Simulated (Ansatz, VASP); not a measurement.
## CdTe in VASP and in Ansatz

POSCAR

```
CdTe
1.0
    0.0000000000      3.2821135600      3.2821135600
    3.2821135600      0.0000000000      3.2821135600
    3.2821135600      3.2821135600      0.0000000000
Cd Te
1 1
Direct
    0.0000000000      0.0000000000      0.0000000000
    0.7500000000      0.7500000000      0.7500000000
```

File INCAR.step1:

```
PREC = Accurate
ENCUT = 520
ISMEAR = 0
SIGMA = 0.1
LREAL = F
LASPH = T
NELM = 60
NBANDS = 16
GGA = PE
ALGO = Normal
EDIFF = 1E-4
LWAVE = T
LCHARG = F
```

Contents of INCAR.step2:

```
PREC = Accurate
ENCUT = 520
EDIFF = 1E-6
ISMEAR = 0
SIGMA = 0.1
LREAL = F
LASPH = T
NELM = 60
ALGO = Normal
ISIF = 2
LWAVE = F
LCHARG = T
METAGGA = R2SCAN
LMIXTAU = T
LELF = T
LVHAR = T
NBANDS = 16
ISTART = 1
```

KPOINTS

```
Automatic mesh
0
Gamma
  6 6 6
```

Input for Ansatz:

```yaml
crystal:
  lattice:
    - [0.0, 3.28211356, 3.28211356]
    - [3.28211356, 0.0, 3.28211356]
    - [3.28211356, 3.28211356, 0.0]
  atoms:
    - { symbol: Cd, position: [0.0, 0.0, 0.0] }
    - { symbol: Te, position: [0.75, 0.75, 0.75] }
basis:
  ecutwfc: 500
kpoints:
  mp_grid: { grid: [6, 6, 6] }
hamiltonian:
  xc: r2scan
scf:
  occupations: { method: gaussian, width: 0.1 }
output:
  forces: true
  stress: true
  eigenvalues: true
```

The cell is a database's computed one.

Alike in both runs: task single point; functional r2SCAN; k mesh 6 × 6 × 6; occupations gaussian, width 0.1 eV; no spin polarisation.

```csv
,VASP,Ansatz
version,VASP 6.6.1,Ansatz 0.2.0
potentials or method,"VASP PAW PBE potentials, release 64 (Cd, Te)","scalar-relativistic, plane waves, PAW"
plane-wave cutoff (eV),520,500
valence electrons in the cell,18,36
```

VASP gave:

* gap on the k mesh at the Fermi level (eV): 1.15
* least direct gap on the mesh (eV): 1.15
* pressure (GPa): 0.0

Task: Which values does Ansatz return?

Result: gap on the k mesh at the Fermi level (eV): 1.15; least direct gap on the mesh (eV): 1.15; pressure (GPa): -0.1.

The functional is the same, so the differences come from potentials, cutoffs and numerics. The two sets of potentials don't hold the same shells in valence.

Caveats: the PAW data sets were made with another functional, which shifts forces and pressure a little (VASP); spin-orbit coupling is left out, which moves the levels of the heavy elements. r2SCAN opens gaps a little over a GGA but as a rule still falls short of measured ones.
